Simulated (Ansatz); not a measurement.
**What strain does to InAs (F-43m)**

InAs (started from an entry of an open crystallographic database), relaxed with r2SCAN in Ansatz 0.2.0. It is cubic, F-43m (No. 216); a = 6.109 Å in the conventional setting, 28.50 Å³ an atom. In has 4 As at 2.65 Å; As has 4 In at 2.65 Å.

The axes x, y and z are those of this cell:
```
In As
1.0
     0.00000    3.05459    3.05459
     3.05459    0.00000    3.05459
     3.05459    3.05459    0.00000
In As
1 1
Direct
  0.00000 0.00000 0.00000
  0.25000 0.25000 0.25000
```

Unstrained: HSE06 gives a direct gap of 0.358 eV at Γ. Meshes: HSE06 6×6×6. Strains are changes of length per length. After each strain the atoms were relaxed again with r2SCAN within the symmetry that the strain leaves, so tilts or polar shifts that break it weren't tested; points keep the names that they have in the unstrained zone. Calculated for a static, non-magnetic cell.

Changes of the least gap in eV (an overlap counts as a negative gap):
```
                           strain  volume change (%)  space group   HSE06
isotropic -2.78 % on every length               -8.1        F-43m  +0.500
```

Isotropic -2.78 % on every length. HSE06: the gap goes from 0.358 to 0.858 eV (+0.500 eV). For HSE06, dE_g/d ln V = -5.9 eV over this step.

No spin-orbit coupling is included; it can move band edges with weight on the heavy atoms by tenths of an eV.

The meshes of the hybrids are coarse, so their gaps aren't converged to the digits shown.
